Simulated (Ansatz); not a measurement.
ZrS2 built on the CdI2 prototype (r2SCAN+rVV10 geometry), in Ansatz:

```cif
data_structure
_symmetry_space_group_name_H-M 'P-3m1'
_symmetry_Int_Tables_number 164
_cell_length_a 3.6744
_cell_length_b 3.6744
_cell_length_c 5.8569
_cell_angle_alpha 90.000
_cell_angle_beta 90.000
_cell_angle_gamma 120.000
_cell_volume 68.48
loop_
_atom_site_label
_atom_site_type_symbol
_atom_site_symmetry_multiplicity
_atom_site_Wyckoff_symbol
_atom_site_fract_x
_atom_site_fract_y
_atom_site_fract_z
_atom_site_occupancy
Zr1 Zr 1 a 0.00000 0.00000 0.00000 1
S1 S 2 d 0.33333 0.66667 0.24623 1
```

G0W0@PBE with 375 empty bands, a screening cutoff of 180 eV and a 6×6×4 mesh (PAW, contour deformation) gives 1.783 eV over the mesh points, from a PBE gap of 0.882 eV; it sums over 387 bands with 379 plane waves in the screening and a wave cutoff of 420 eV. No extrapolation in bands, cutoff or mesh was made for G0W0. Spin-unpolarised throughout; all numbers are computed.

(1) Estimate the gap with empty bands 155, screening cutoff 100 eV.

(2) Estimate the gap with empty bands 728, screening cutoff 260 eV.

Answers

(1) 1.706 eV (-0.077 eV), from a Kohn-Sham gap of 0.882 eV.

(2) 1.802 eV (+0.019 eV), from a Kohn-Sham gap of 0.882 eV.
